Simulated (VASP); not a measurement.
# CdS (Greenockite): accuracy against cost in the SCF threshold and k-mesh, part 3 of 3

A convergence test on CdS (Greenockite): the SCF threshold and k-mesh. The atoms are off their equilibrium sites, so that forces can be compared too. The series runs use PBE. The atoms of the start are displaced at random from the sites of a P6_3mc cell.

VASP 6.6.1; PBE; plane waves and PAW (Cd, S).

Still holding for the runs below: Spin-orbit coupling is off here; it would split degenerate levels.

So far. Step 13 (K-mesh: 7 7 4): Against the run before the energy moves by -2.12 meV an atom and the pressure by -0.02 GPa, after 14 cycles in 39 s.

The database entry behind the starting cell differs from later determinations by our own check (about 0.35 % long), so it need not match the best structure at ambient conditions.

## (14) K-mesh: 9 9 5

INCAR reads:

```
SYSTEM = CdS
PREC = Accurate
ENCUT = 400
EDIFF = 1E-06
NELM = 100
ISMEAR = -1
SIGMA = 0.05
LREAL = .FALSE.
ALGO = Normal
GGA = PE
NBANDS = 24
LORBIT = 11
LWAVE = .FALSE.
LCHARG = .FALSE.
KPAR = 4
ISIF = 2
```

POSCAR reads:

```
CdS
1.0
    4.1500000000      0.0000000000      0.0000000000
   -2.0750000000      3.5940054257      0.0000000000
    0.0000000000      0.0000000000      6.7370000000
Cd S
2 2
Direct
    0.3190440000      0.6681630000     -0.0017800000
    0.6656900000      0.3304950000      0.5023890000
    0.3292410000      0.6658690000      0.3727730000
    0.6727230000      0.3371580000      0.8751140000
```

KPOINTS reads:

```
Automatic mesh
0
Gamma
9 9 5
0 0 0
```

PAW data sets: Cd and S (PBE family, release 64).

Started as:

```console
$ mpirun -np 4 vasp_std
```

The log of the run:

```text
[... set-up lines as in an earlier step ...]
 entering main loop
       N       E                     dE             d eps       ncg     rms          rms(c)
DAV:   1     0.213658336456E+03    0.21366E+03   -0.15502E+04  9776   0.112E+03
DAV:   2    -0.282606193410E+01   -0.21648E+03   -0.21109E+03 11328   0.309E+02
DAV:   3    -0.132378022304E+02   -0.10412E+02   -0.10380E+02 11888   0.701E+01
DAV:   4    -0.133342813831E+02   -0.96479E-01   -0.96444E-01 11496   0.656E+00
[...]
DAV:  12    -0.122400299572E+02   -0.68114E-04   -0.13651E-04 10456   0.547E-02    0.300E-02
DAV:  13    -0.122400346847E+02   -0.47275E-05   -0.15851E-05 12392   0.326E-02    0.809E-03
DAV:  14    -0.122400354214E+02   -0.73671E-06   -0.28061E-06  8800   0.173E-02
   1 F= -.12240035E+02 E0= -.12240035E+02  d E =-.100739E-06
```

It took 71 s on 4 MPI ranks of Intel Xeon Platinum 8375C at 2.90GHz (Ice Lake), shared host; peak memory 1.5 GiB.

OUTCAR, selected parts (step 14):

```text
  Total        1.1890764      1.0557604      1.7113352      0.5903535      0.1067032      0.2760530
  in kB       18.9595043     16.8338163     27.2867799      9.4130277      1.7013534      4.4015911
  external PRESSURE =      21.0267002 kB  Pullay stress =       0.0000000 kB

 POSITION                                       TOTAL-FORCE (eV/Angst)
 -----------------------------------------------------------------------------------
     -0.06241      2.40138      6.72501         0.418386      0.096367      0.015124
      2.07684      1.18780      3.38459        -0.073082      0.030604     -0.217583
     -0.01533      2.39314      2.51137         0.096573     -0.022505      0.155114
      2.09220      1.21175      5.89564        -0.441876     -0.104466      0.047344
 -----------------------------------------------------------------------------------
    total drift:                               -0.000070      0.000327     -0.000648

  FREE ENERGIE OF THE ION-ELECTRON SYSTEM (eV)
  ---------------------------------------------------
  free  energy   TOTEN  =       -12.2400354214 eV

  energy  without entropy=      -12.2400353207  energy(sigma->0) =      -12.24003537

[... 1 part as in an earlier step ...]

[... 2 further parts left out ...]
[key lines of the parts left out:]
E-fermi :   1.8489
```

Against the run before the energy moves by -0.18 meV an atom while the pressure stays within 0.01 GPa, after 14 cycles in 71 s.

## (15) K-mesh: 11 11 6

INCAR is that of step 14.

POSCAR is that of step 14.

KPOINTS reads:

```
Automatic mesh
0
Gamma
11 11 6
0 0 0
```

Started as:

```console
$ mpirun -np 4 vasp_std
```

The log of the run:

```text
[... set-up lines as in an earlier step ...]
 entering main loop
       N       E                     dE             d eps       ncg     rms          rms(c)
DAV:   1     0.211845234563E+03    0.21185E+03   -0.15466E+04 17528   0.112E+03
DAV:   2    -0.295520363037E+01   -0.21480E+03   -0.20962E+03 20376   0.308E+02
DAV:   3    -0.132392500216E+02   -0.10284E+02   -0.10254E+02 21440   0.696E+01
DAV:   4    -0.133343873283E+02   -0.95137E-01   -0.95103E-01 20720   0.650E+00
[...]
DAV:  12    -0.122402119418E+02   -0.67780E-04   -0.13718E-04 19168   0.552E-02    0.293E-02
DAV:  13    -0.122402161126E+02   -0.41708E-05   -0.15145E-05 22368   0.319E-02    0.759E-03
DAV:  14    -0.122402169113E+02   -0.79873E-06   -0.28082E-06 15888   0.170E-02
   1 F= -.12240217E+02 E0= -.12240217E+02  d E =-.711839E-07
```

The job ended after 2.1 min (4 MPI ranks; peak memory 2.3 GiB).

OUTCAR, selected parts (step 15):

```text
  Total        1.1889222      1.0556192      1.7118239      0.5903723      0.1067071      0.2760896
  in kB       18.9570444     16.8315642     27.2945722      9.4133270      1.7014163      4.4021749
  external PRESSURE =      21.0277269 kB  Pullay stress =       0.0000000 kB

 POSITION                                       TOTAL-FORCE (eV/Angst)
 -----------------------------------------------------------------------------------
     -0.06241      2.40138      6.72501         0.418401      0.096367      0.015093
      2.07684      1.18780      3.38459        -0.073086      0.030606     -0.217612
     -0.01533      2.39314      2.51137         0.096574     -0.022507      0.155145
      2.09220      1.21175      5.89564        -0.441889     -0.104465      0.047374
 -----------------------------------------------------------------------------------
    total drift:                               -0.000074      0.000326     -0.000652

  FREE ENERGIE OF THE ION-ELECTRON SYSTEM (eV)
  ---------------------------------------------------
  free  energy   TOTEN  =       -12.2402169113 eV

  energy  without entropy=      -12.2402168401  energy(sigma->0) =      -12.24021688

[... 1 part as in an earlier step ...]

[... 2 further parts left out ...]
[key lines of the parts left out:]
E-fermi :   1.8603
```

Against the run before the energy moves by -0.05 meV an atom while the pressure stays within 0.01 GPa, after 14 cycles in 2.1 min.

## (16) The k-mesh series as a table

This step: convergence of PBE results with the mesh; plane waves and PAW (VASP 6.6.1).

No new run; the numbers come from the runs before.

Differences are taken from the run with 11 11 6. Results of the series, by row:

```
setting     status  energy less the reference (meV/atom)  pressure (GPa)  largest force difference (meV/Å)  gap (eV)  SCF cycles  wall time (s)
  2 2 1  converged                                   190           2.907                             160.6     1.109          14            3.2
  3 3 2  converged                                 39.38           2.432                             51.71     1.167          14            5.8
  4 4 3  converged                                 8.347           2.184                             12.38     1.182          14           14.4
  5 5 3  converged                                 2.338           2.121                             3.209     1.186          14           17.8
  7 7 4  converged                                0.2222           2.102                             0.283     1.188          14             39
  9 9 5  converged                               0.04538           2.103                             0.031     1.188          14             71
11 11 6  converged                                     0           2.103                                 0     1.188          14            126
```

## (17) Results

| Quantity | Value |
| --- | --- |
| SCF threshold from which the energy stays within 10 meV/atom of the reference | EDIFF = 0.01 |
| SCF threshold from which the energy stays within 1 meV/atom of the reference | EDIFF = 0.01 |
| SCF threshold from which the pressure stays within 0.2 GPa of the reference | EDIFF = 0.001 |
| spread of the pressure over the SCF threshold | 0.590 GPa |
| spread of the energy over the SCF threshold | 0.113 meV/atom |
| k-mesh from which the energy stays within 10 meV/atom of the reference | 4 4 3 |
| k-mesh from which the energy stays within 1 meV/atom of the reference | 7 7 4 |
| k-mesh from which the pressure stays within 0.2 GPa of the reference | 4 4 3 |
| spread of the pressure over the k-mesh | 0.805 GPa |
| spread of the energy over the k-mesh | 190 meV/atom |

From EDIFF = 0.01 on, the energy stays within 1 meV an atom of the reference, at 47 % of its time. The pressure holds within 0.2 GPa from EDIFF = 0.001 on. The loosest stop saves 11 of 20 cycles and costs +0.1 meV an atom, +0.56 GPa, 2.0 meV/Å in forces. From 7 7 4 on, the energy stays within 1 meV an atom of the reference, at 31 % of its time. The pressure holds within 0.2 GPa from 4 4 3 on. Differences are taken from the run with 11 11 6, which is itself not the exact limit. The runs at 2 2 1; 3 3 2 are over 30 meV an atom or 2 GPa off and describe the material poorly.

[Lines on the potential files, build, host, timing and source positions are cut from VASP's logs without a mark.]

[Logs are printed without paths, hosts, clocks, repeated set-up lines and the standing remarks that a program may print on its own settings, such as how far it seeks lower states.]

[Hosts, paths, dates, database ids (printed as entryN), source tags and the programs' standing remarks are cut or masked in the printed files.]

[A measured line is paired with the nearest computed mode of its activity, which favours agreement.]

[In band tables of VASP the shares of atoms and orbitals are scaled to a sum of 1 inside the atoms' spheres.]
